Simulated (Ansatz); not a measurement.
## Structures of FeGe: which is lowest?

Plane-wave DFT in Ansatz with scalar-relativistic PAW potentials, cutoff 500 eV, Γ-centred meshes chosen by cell and gap, Gaussian smearing with energies taken to zero width. Every cell was relaxed (cell and atoms) in a run of its own, within the symmetry of its start. Functional: r2SCAN.

Relaxed structures (starts from databases or built by putting these elements on another compound's sites):
A. P6/mmm, 6 atoms in the computed cell, a = 4.987 Å, c = 4.114 Å; sites (symmetry × multiplicity) Fe mmm × 3, Ge -6m2 × 2 + 6/mmm × 1; start: database
B. Pm-3m, 2 atoms in the computed cell, a = 2.937 Å; sites (symmetry × multiplicity) Ge m-3m × 1, Fe m-3m × 1; start: built

Rank them by energy. Could pressure change the order?

| structure | group | E − E(lowest) (meV/atom) | V (Å³/atom) | gap on mesh (eV) |
| --- | --- | --- | --- | --- |
| A | P6/mmm | 0.0 | 14.77 | 0.00 |
| B | Pm-3m | 360 | 12.66 | 0.00 |

A is lowest, 360 meV/atom under B. B is denser by 2.11 Å³/atom, so pressure favours it: ΔE/ΔV, with ΔE in eV and 1 eV/Å³ = 160.2 GPa, gives about 27 GPa for equal enthalpy if both cells were rigid; at such pressures compression changes ΔV much, so this is a scale only. Other structures may lie lower than all of these, and vibrations aren't counted.

The state reached may not be the lowest one. Only parallel moments were tried here. Magnetic cells started from one order each; another order can shift an energy by tens of meV per atom.